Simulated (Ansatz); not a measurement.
# KCl: a single-point run

The task is a single-point run on KCl. The structure is shown as the input types it.

Computed with Ansatz 0.2.0 (density functional or hybrid calculation with the settings of its input, plane waves (as first typed), unless a step's input says otherwise).

2 further runs of the same task are left out: 1 for a known fault of the program, 1 that didn't finish.

## (1) Starting point

It takes space group Fm-3m (No. 225, cubic). The conventional cell has a = 6.290 Å, b = 6.290 Å, c = 6.290 Å, α = 90.00°, β = 90.00°, γ = 90.00°. K (site symmetry m-3m) has 6 Cl at 3.14 Å as nearest neighbours. Around Cl (site symmetry m-3m) lie 6 K at 3.14 Å.

As a file:

```cif
data_structure
_symmetry_space_group_name_H-M 'Fm-3m'
_symmetry_Int_Tables_number 225
_cell_length_a 6.2897
_cell_length_b 6.2897
_cell_length_c 6.2897
_cell_angle_alpha 90.000
_cell_angle_beta 90.000
_cell_angle_gamma 90.000
_cell_volume 248.82
loop_
_atom_site_label
_atom_site_type_symbol
_atom_site_symmetry_multiplicity
_atom_site_Wyckoff_symbol
_atom_site_fract_x
_atom_site_fract_y
_atom_site_fract_z
_atom_site_occupancy
K1 K 4 a 0.00000 0.00000 0.00000 1
Cl1 Cl 4 b 0.50000 0.00000 0.00000 1
```

## (2) The calculation

input.yaml reads:

```yaml
crystal:
  lattice:
    - [0.0, 3.1448471156, 3.1448471156]
    - [3.1448471156, 0.0, 3.1448471156]
    - [3.1448471156, 3.1448471156, 0.0]
  atoms:
    - { symbol: K, position: [0.0, 0.0, 0.0] }
    - { symbol: Cl, position: [0.5, 0.5, 0.5] }
kpoints:
  mp_grid: { grid: [6, 6, 6] }
hamiltonian:
  xc: pbe
scf:
  occupations: { method: fixed }
  n_extra_bands: 4
  max_iter: 50
output:
  forces: true
  stress: true
  eigenvalues: true
basis:
  ecutwfc: 120
```

Command:

```console
> ansatz run input.yaml --threads 4 --pin off --max-ram 3686MiB --backend cpu --events-out ev --progress --plain --runs-dir out
```

What happens when this is run?

This run ends as converged, with warnings (cutoff below recommended). Its log warns: «basis.ecutwfc = 120 eV is below the records' recommended 420 eV ...»

Look at the input: basis.ecutwfc is 120. The basis cutoff is far too low: the plane waves can't represent the orbitals near the cores. The potentials' recommended cutoff is 420 eV.

Run again and compare: delete basis.ecutwfc (the default then holds).
